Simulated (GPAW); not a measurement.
# As (R-3m) in GPAW: notebook

One crystal, As, is run at these levels: RPBE, PBEsol; tasks: single point.

All numbers are computed with GPAW 26.7.0; they aren't measurements. Logs are shortened: lines on timing, memory, paths and dates and some standing lists are left out, and cuts for length are marked. The log counts tension as positive stress, the text compression.

**1. The structure**

Symmetry: R-3m, No. 166, trigonal system. The conventional cell has a = 3.762 Å, b = 3.762 Å, c = 10.542 Å, α = 90.00°, β = 90.00°, γ = 120.00°. As (site symmetry 3m) is surrounded by 3 As at 2.51 Å.

**2. Single point, RPBE**

Contents of run.py:

```python
from ase.dft.bandgap import bandgap
from ase.io import read, write
from ase.units import Bohr, GPa
from gpaw import GPAW, PW
from gpaw.elf import elf_from_dft_calculation

atoms = read('As.xyz')

calc = GPAW(mode=PW(600),
            xc='RPBE',
            kpts={'size': (9, 9, 9), 'gamma': True},
            occupations={'name': 'methfessel-paxton', 'order': 0, 'width': 0.05},
            nbands=13,
            convergence={'density': 1e-05, 'energy': 1e-05},
            maxiter=150,
            txt='gpaw.txt')
atoms.calc = calc
energy = atoms.get_potential_energy()
forces = atoms.get_forces()
stress = atoms.get_stress()
calc.write('gs.gpw')
write('result.traj', atoms)
print(f'Energy: {energy:.6f} eV')
print('Forces (eV/A):')
print(forces.round(4))
print('Stress (GPa):', (stress / GPa).round(3))
print('Fermi level:', round(calc.get_fermi_level(), 4), 'eV')
print(f'Gap: {bandgap(calc)[0]:.4f} eV, direct: {bandgap(calc, direct=True)[0]:.4f} eV')

# fields on the real-space grid
write('density.cube', atoms, data=calc.get_pseudo_density() * Bohr**3)
write('potential.cube', atoms, data=calc.get_electrostatic_potential())
write('elf.cube', atoms, data=elf_from_dft_calculation(calc).data)
```

Contents of As.xyz:

```xyz
2
Lattice="1.8807968987 1.0858785957 3.5140619945 -1.8807968987 1.0858785957 3.5140619945 0.0000000000 -2.1717571915 3.5140619945" Properties=species:S:1:pos:R:3 pbc="T T T"
As     0.0000000000      0.0000000000      2.3825340323
As     0.0000000000     -0.0000000001      8.1596519512
```

Potentials or basis: the program's PAW data sets (release 1.2.1) made for this functional, pw.

On the command line:

```
OMP_NUM_THREADS=1 python run.py
```

gpaw.txt:

```text
__  _  _
 | _ |_)|_||  |
 |__||  | ||/\| - 26.7.0

Input parameters:
  mode=PW(ecut=600.0),
  convergence={'density': 1e-05, 'energy': 1e-05},
  kpts=MonkhorstPack(size=(9, 9, 9), gamma=True),
  maxiter=150,
  nbands=13,
  occupations=Occupations(name='methfessel-paxton', order=0, width=0.05),
  xc=XC(name='RPBE')

Diagonalizing LCAO Hamiltonian
Converting LCAO to pw mode

       As

       As

Atoms  # Å, Bohr magnetons
|   | symbol |        x |         y |        z |    initial magnetic moments |
|---|--------|----------|-----------|----------|-----------------------------|
| 0 |     As | 0.000000 |  0.000000 | 2.382534 | ( 0.0000,  0.0000,  0.0000) |
| 1 |     As | 0.000000 | -0.000000 | 8.159652 | ( 0.0000,  0.0000,  0.0000) |

Unit cell  # Å
| periodic |         x |         y |        z |  lengths |    angles |
|----------|-----------|-----------|----------|----------|-----------|
|      yes |  1.880797 |  1.085879 | 3.514062 | 4.131000 | 54.167000 |
|      yes | -1.880797 |  1.085879 | 3.514062 | 4.131000 | 54.167000 |
|      yes |  0.000000 | -2.171757 | 3.514062 | 4.131000 | 54.167000 |

Number of symmetries: 12
Symmetry operations  # r_c * U_cc + t_c -> r_c
|    | kind |            matrix            |
|----|------|------------------------------|
|  0 |  E   |  1, 0, 0,  0, 1, 0,  0, 0, 1 |
|  1 |  σ   |  1, 0, 0,  0, 0, 1,  0, 1, 0 |
|  2 |  σ   |  0, 1, 0,  1, 0, 0,  0, 0, 1 |
|  3 |  C3  |  0, 1, 0,  0, 0, 1,  1, 0, 0 |
|  4 |  C3  |  0, 0, 1,  1, 0, 0,  0, 1, 0 |
|  5 |  σ   |  0, 0, 1,  0, 1, 0,  1, 0, 0 |
|  6 |  C2  |  0, 0,-1,  0,-1, 0, -1, 0, 0 |
|  7 |  S6  |  0, 0,-1, -1, 0, 0,  0,-1, 0 |
|  8 |  S6  |  0,-1, 0,  0, 0,-1, -1, 0, 0 |
|  9 |  C2  |  0,-1, 0, -1, 0, 0,  0, 0,-1 |
| 10 |  C2  | -1, 0, 0,  0, 0,-1,  0,-1, 0 |
| 11 |  i   | -1, 0, 0,  0,-1, 0,  0, 0,-1 |

BZ-sampling:
  Number of BZ points: 729
  Number of IBZ points: 85

  Monkhorst-Pack size: [9, 9, 9]
  Monkhorst-Pack shift: [0, 0, 0]

K-points  # in reciprocal-cell coordinates
|     |                                coordinates |     weight |
|-----|--------------------------------------------|------------|
|   0 | (  0.00000000,   0.00000000,   0.00000000) | 0.00137174 |
|   1 | (  0.11111111,   0.00000000,  -0.11111111) | 0.00823045 |
|   2 | (  0.11111111,   0.00000000,   0.00000000) | 0.00823045 |
|   3 | (  0.11111111,   0.11111111,  -0.11111111) | 0.00823045 |
|   4 | (  0.11111111,   0.11111111,   0.00000000) | 0.00823045 |
|   5 | (  0.11111111,   0.11111111,   0.11111111) | 0.00274348 |
|   6 | (  0.22222222,  -0.11111111,  -0.11111111) | 0.00823045 |
|   7 | (  0.22222222,   0.00000000,  -0.22222222) | 0.00823045 |
|   8 | (  0.22222222,   0.00000000,  -0.11111111) | 0.01646091 |
|   9 | (  0.22222222,   0.00000000,   0.00000000) | 0.00823045 |
| ... |                                            |            |
|  84 | (  0.44444444,   0.44444444,   0.44444444) | 0.00274348 |

Plane wave coefficients: 1461
Cutoff: 600.0 eV

Spin-components: 1 (collinear spins)
Bands:           13
Projectors:      10
Spin-degeneracy: 2
Datatype:        complex128

Parallelization:
  kpt:    1
  domain: 1
  band:   1

Density:
  Valence electrons: 10.0
  Components: 1
  Grid points: [24 24 24]
  Charge: 0.0  # |e|

Potential:
  Grid points: [24 24 24]

species:
  As:
    name:    Arsenic
    Z:       33.0
    valence: 5
    core:    28
    charge:  0.0  # [|e|]
    compensation charges:
      type: gauss
      rc: 0.33  # [Å]
      lmax: 2
    cutoffs:
      filter: 1.87  # [Å]
      core: 2.96  # [Å]
    projectors
    | kind |    occ | energy [eV] | rcut [Å] |
    |------|--------|-------------|----------|
    |   4s |  2.000 |     -14.426 |    1.058 |
    |   4p |  3.000 |      -5.163 |    1.058 |
    |    s |        |      12.785 |    1.058 |
    |    p |        |      22.048 |    1.058 |
    |    d |        |       0.000 |    1.058 |

    Using partial waves for As as LCAO basis

Reference energy: -123018.371157  # eV

eigensolver:
  PPCG
  Converge bands: occupied
  niter=2

density mixing:
  MSR1-Mixer
  Pratt-step length: 0.05
  Maximum mixing coefficient: 0.75
  Old densities: 10
  SVD Regularization: 0.005
  Good broyden scale: 1.0
  Trust region scale: 1.0
  Backstep threshold: 4.0
  History deletion threshold: 6.0
  Fourier metric: weight=20.0, sigma=0.015

occupation numbers:
  Methfessel-Paxton:
    width: 0.0500  # eV
    order: 0

poisson solver:
  ecut: 4800.0  # eV

xc functional:
  name: RPBE with 2 nearest neighbor stencil

convergence criteria:
- Maximum integral of absolute [dens]ity change: 1e-05 electrons / valence electron
- Maximum [total energy] change in last 3 cyles: 1e-05 eV / valence electron
- Maximum integral of absolute [eigenst]ate change: 4e-08 eV^2 / valence electron
maximum number of iterations: 150

SCF iterations
|iter     | |      energy | eigst |  dens |
|---------|-|-------------|-------|-------|
|iter:   1| |   -8.546353 | -0.69 |       |
|iter:   2| |   -8.548142 | -3.02 | -1.16 |
|iter:   3| |   -8.550701 | -3.24 | -1.18 |
|iter:   4| |   -8.551744 | -3.97 | -1.72 |
|iter:   5| |   -8.551802 | -5.91 | -2.79 |
|iter:   6| |   -8.551813c| -6.78 | -3.22 |
|iter:   7| |   -8.551813c| -8.21c| -4.05 |
|iter:   8| |   -8.551813c| -8.85c| -5.04c|

Converged in 8 steps
Energy contributions relative to reference atoms: (reference = -123018.371157)

Energy contributions:
  Kinetic:          20.350440
  Coulomb:         -19.514971
  Zero:             -0.026703
  External:          0.000000
  Xc:               -9.360439
  Entropy:          -0.000279
  Spinorbit:         0.000000
  ----------------------------
  Free energy:      -8.551953
  Extrapolated:     -8.551813

dipole moment: (-0.000000, 0.000000, -0.000024)  # |e|*Ang

Fermi level: 7.141
Eigenvalues  # (at kpt = [0.000, 0.000, 0.000])
| band index |      eig [eV] | occ [0-2] |
|------------|---------------|-----------|
|          0 |        -7.940 |     2.000 |
|          1 |         1.386 |     2.000 |
|          2 |         4.637 |     2.000 |
|          3 |         5.057 |     2.000 |
|          4 |         5.057 |     2.000 |
|          5 |         8.710 |     0.000 |
|          6 |        10.025 |     0.000 |
|          7 |        10.025 |     0.000 |
|          8 |        14.036 |     0.000 |
|          9 |        14.036 |     0.000 |
|         10 |        14.576 |     0.000 |
|         11 |        15.952 |     0.000 |
|         12 |        16.000 |     0.000 |

No gap
No difference between direct/indirect transitions

Forces  # eV/Ang
|       x |        y |        z |
|---------|----------|----------|
| 0.00000 | -0.00000 |  0.51721 |  # As   0
| 0.00000 |  0.00000 | -0.51721 |  # As   1

Stress tensor  # eV/Ang^3
|         x |         y |         z |
|-----------|-----------|-----------|
| -0.036595 |  0.000000 | -0.000000 |
|  0.000000 | -0.036595 | -0.000000 |
| -0.000000 | -0.000000 | -0.033061 |

# Writing to gs.gpw (mode='')
```

Run time: 22 s. Hardware: 1 thread of Arm Neoverse V2, shared host; peak memory 0.18 GiB.

Results:

| Item | Value |
| --- | --- |
| Free energy | -8.5520 eV |
| Pressure | 5.7 GPa |
| Largest force | 0.517 eV/Å |
| Band gap on the k mesh | none (metal or under the smearing width) |

Forces on the atoms (eV/Å):
```
As   0.000  0.000  0.517
As   0.000  0.000 -0.517
```

Stress tensor (GPa, compression positive):
```
5.86 0.00 0.00
0.00 5.86 0.00
0.00 0.00 5.30
```

**3. Single point, PBEsol**

Contents of run.py:

```python
from ase.dft.bandgap import bandgap
from ase.io import read, write
from ase.units import GPa
from gpaw import GPAW, PW, setup_paths

setup_paths.insert(0, '.')

atoms = read('POSCAR')

calc = GPAW(mode=PW(600),
            xc='PBEsol',
            kpts={'size': (9, 9, 9), 'gamma': True},
            occupations={'name': 'methfessel-paxton', 'order': 0, 'width': 0.02},
            nbands=13,
            convergence={'density': 1e-05, 'energy': 1e-05},
            maxiter=150,
            txt='gpaw.txt')
atoms.calc = calc
energy = atoms.get_potential_energy()
forces = atoms.get_forces()
stress = atoms.get_stress()
calc.write('gs.gpw')
write('result.traj', atoms)
print(f'Energy: {energy:.6f} eV')
print('Forces (eV/A):')
print(forces.round(4))
print('Stress (GPa):', (stress / GPa).round(3))
print('Fermi level:', round(calc.get_fermi_level(), 4), 'eV')
print(f'Gap: {bandgap(calc)[0]:.4f} eV, direct: {bandgap(calc, direct=True)[0]:.4f} eV')
```

Contents of POSCAR:

```
As
1.0
    1.8807968987      1.0858785957      3.5140619945
   -1.8807968987      1.0858785957      3.5140619945
    0.0000000000     -2.1717571915      3.5140619945
As
2
Direct
    0.2260000000      0.2260000000      0.2260000000
    0.7740000000      0.7740000000      0.7740000000
```

Potentials or basis: PAW data sets generated in the run's folder for this functional, pw.

On the command line:

```
gpaw-setup -f PBEsol As
OMP_NUM_THREADS=1 python run.py
```

gpaw.txt:

```text
__  _  _
 | _ |_)|_||  |
 |__||  | ||/\| - 26.7.0

Input parameters:
  mode=PW(ecut=600.0),
  convergence={'density': 1e-05, 'energy': 1e-05},
  kpts=MonkhorstPack(size=(9, 9, 9), gamma=True),
  maxiter=150,
  nbands=13,
  occupations=Occupations(name='methfessel-paxton', order=0, width=0.02),
  xc=XC(name='PBEsol')

Diagonalizing LCAO Hamiltonian
Converting LCAO to pw mode

       As

       As

Atoms  # Å, Bohr magnetons
|   | symbol |         x |         y |        z |    initial magnetic moments |
|---|--------|-----------|-----------|----------|-----------------------------|
| 0 |     As | -0.000000 | -0.000000 | 2.382534 | ( 0.0000,  0.0000,  0.0000) |
| 1 |     As |  0.000000 | -0.000000 | 8.159652 | ( 0.0000,  0.0000,  0.0000) |

Unit cell  # Å
| periodic |         x |         y |        z |  lengths |    angles |
|----------|-----------|-----------|----------|----------|-----------|
|      yes |  1.880797 |  1.085879 | 3.514062 | 4.131000 | 54.167000 |
|      yes | -1.880797 |  1.085879 | 3.514062 | 4.131000 | 54.167000 |
|      yes |  0.000000 | -2.171757 | 3.514062 | 4.131000 | 54.167000 |

Number of symmetries: 12
Symmetry operations  # r_c * U_cc + t_c -> r_c
|    | kind |            matrix            |
|----|------|------------------------------|
|  0 |  E   |  1, 0, 0,  0, 1, 0,  0, 0, 1 |
|  1 |  σ   |  1, 0, 0,  0, 0, 1,  0, 1, 0 |
|  2 |  σ   |  0, 1, 0,  1, 0, 0,  0, 0, 1 |
|  3 |  C3  |  0, 1, 0,  0, 0, 1,  1, 0, 0 |
|  4 |  C3  |  0, 0, 1,  1, 0, 0,  0, 1, 0 |
|  5 |  σ   |  0, 0, 1,  0, 1, 0,  1, 0, 0 |
|  6 |  C2  |  0, 0,-1,  0,-1, 0, -1, 0, 0 |
|  7 |  S6  |  0, 0,-1, -1, 0, 0,  0,-1, 0 |
|  8 |  S6  |  0,-1, 0,  0, 0,-1, -1, 0, 0 |
|  9 |  C2  |  0,-1, 0, -1, 0, 0,  0, 0,-1 |
| 10 |  C2  | -1, 0, 0,  0, 0,-1,  0,-1, 0 |
| 11 |  i   | -1, 0, 0,  0,-1, 0,  0, 0,-1 |

BZ-sampling:
  Number of BZ points: 729
  Number of IBZ points: 85

  Monkhorst-Pack size: [9, 9, 9]
  Monkhorst-Pack shift: [0, 0, 0]

K-points  # in reciprocal-cell coordinates
|     |                                coordinates |     weight |
|-----|--------------------------------------------|------------|
|   0 | (  0.00000000,   0.00000000,   0.00000000) | 0.00137174 |
|   1 | (  0.11111111,   0.00000000,  -0.11111111) | 0.00823045 |
|   2 | (  0.11111111,   0.00000000,   0.00000000) | 0.00823045 |
|   3 | (  0.11111111,   0.11111111,  -0.11111111) | 0.00823045 |
|   4 | (  0.11111111,   0.11111111,   0.00000000) | 0.00823045 |
|   5 | (  0.11111111,   0.11111111,   0.11111111) | 0.00274348 |
|   6 | (  0.22222222,  -0.11111111,  -0.11111111) | 0.00823045 |
|   7 | (  0.22222222,   0.00000000,  -0.22222222) | 0.00823045 |
|   8 | (  0.22222222,   0.00000000,  -0.11111111) | 0.01646091 |
|   9 | (  0.22222222,   0.00000000,   0.00000000) | 0.00823045 |
| ... |                                            |            |
|  84 | (  0.44444444,   0.44444444,   0.44444444) | 0.00274348 |

Plane wave coefficients: 1461
Cutoff: 600.0 eV

Spin-components: 1 (collinear spins)
Bands:           13
Projectors:      10
Spin-degeneracy: 2
Datatype:        complex128

Parallelization:
  kpt:    1
  domain: 1
  band:   1

Density:
  Valence electrons: 10.0
  Components: 1
  Grid points: [24 24 24]
  Charge: 0.0  # |e|

Potential:
  Grid points: [24 24 24]

species:
  As:
    name:    Arsenic
    Z:       33.0
    valence: 5
    core:    28
    charge:  0.0  # [|e|]
    compensation charges:
      type: gauss
      rc: 0.33  # [Å]
      lmax: 2
    cutoffs:
      filter: 1.87  # [Å]
      core: 2.96  # [Å]
    projectors
    | kind |    occ | energy [eV] | rcut [Å] |
    |------|--------|-------------|----------|
    |   4s |  2.000 |     -14.495 |    1.058 |
    |   4p |  3.000 |      -5.197 |    1.058 |
    |    s |        |      12.716 |    1.058 |
    |    p |        |      22.014 |    1.058 |
    |    d |        |       0.000 |    1.058 |

    Using partial waves for As as LCAO basis

Reference energy: -122918.886158  # eV

eigensolver:
  PPCG
  Converge bands: occupied
  niter=2

density mixing:
  MSR1-Mixer
  Pratt-step length: 0.05
  Maximum mixing coefficient: 0.75
  Old densities: 10
  SVD Regularization: 0.005
  Good broyden scale: 1.0
  Trust region scale: 1.0
  Backstep threshold: 4.0
  History deletion threshold: 6.0
  Fourier metric: weight=20.0, sigma=0.015

occupation numbers:
  Methfessel-Paxton:
    width: 0.0200  # eV
    order: 0

poisson solver:
  ecut: 4800.0  # eV

xc functional:
  name: PBEsol with 2 nearest neighbor stencil

convergence criteria:
- Maximum integral of absolute [dens]ity change: 1e-05 electrons / valence electron
- Maximum [total energy] change in last 3 cyles: 1e-05 eV / valence electron
- Maximum integral of absolute [eigenst]ate change: 4e-08 eV^2 / valence electron
maximum number of iterations: 150

SCF iterations
|iter     | |      energy | eigst |  dens |
|---------|-|-------------|-------|-------|
|iter:   1| |  -10.215170 | -0.72 |       |
|iter:   2| |  -10.214009 | -3.03 | -1.17 |
|iter:   3| |  -10.192845 | -3.38 | -1.20 |
|iter:   4| |  -10.191460 | -4.21 | -1.78 |
|iter:   5| |  -10.191468 | -6.23 | -2.89 |
|iter:   6| |  -10.191470c| -7.36 | -3.38 |
|iter:   7| |  -10.191470c| -8.14c| -4.13 |
|iter:   8| |  -10.191470c| -9.20c| -5.26c|

Converged in 8 steps
Energy contributions relative to reference atoms: (reference = -122918.886158)

Energy contributions:
  Kinetic:          17.808012
  Coulomb:         -17.395330
  Zero:             -0.021830
  External:          0.000000
  Xc:              -10.582317
  Entropy:          -0.000012
  Spinorbit:         0.000000
  ----------------------------
  Free energy:     -10.191476
  Extrapolated:    -10.191470

dipole moment: (-0.000000, 0.000000, -0.000025)  # |e|*Ang

Fermi level: 6.842
Eigenvalues  # (at kpt = [0.000, 0.000, 0.000])
| band index |      eig [eV] | occ [0-2] |
|------------|---------------|-----------|
|          0 |        -8.205 |     2.000 |
|          1 |         1.089 |     2.000 |
|          2 |         4.394 |     2.000 |
|          3 |         4.841 |     2.000 |
|          4 |         4.841 |     2.000 |
|          5 |         8.438 |     0.000 |
|          6 |         9.773 |     0.000 |
|          7 |         9.773 |     0.000 |
|          8 |        13.745 |     0.000 |
|          9 |        13.745 |     0.000 |
|         10 |        14.253 |     0.000 |
|         11 |        15.689 |     0.000 |
|         12 |        15.705 |     0.000 |

No gap
No difference between direct/indirect transitions

Forces  # eV/Ang
|        x |        y |        z |
|----------|----------|----------|
|  0.00000 | -0.00000 |  0.42791 |  # As   0
| -0.00000 |  0.00000 | -0.42791 |  # As   1

Stress tensor  # eV/Ang^3
|         x |         y |         z |
|-----------|-----------|-----------|
| -0.004611 | -0.000000 |  0.000000 |
| -0.000000 | -0.004611 | -0.000000 |
|  0.000000 | -0.000000 | -0.000567 |

# Writing to gs.gpw (mode='')
```

It took 22 s on 1 thread of Arm Neoverse V2, shared host; peak memory 0.18 GiB.

What came out:

| Item | Value |
| --- | --- |
| Free energy | -10.1915 eV |
| Pressure | 0.5 GPa |
| Largest force | 0.428 eV/Å |
| Band gap on the k mesh | none (metal or under the smearing width) |

Forces on the atoms (eV/Å):
```
As   0.000  0.000  0.428
As   0.000  0.000 -0.428
```

Levels at points of the mesh, in eV from the Fermi level:
```
           k point  band 3  band 4  band 5  band 6  band 7  band 8
(0.00, 0.00, 0.00)   -2.45   -2.00   -2.00    1.60    2.93    2.93
```
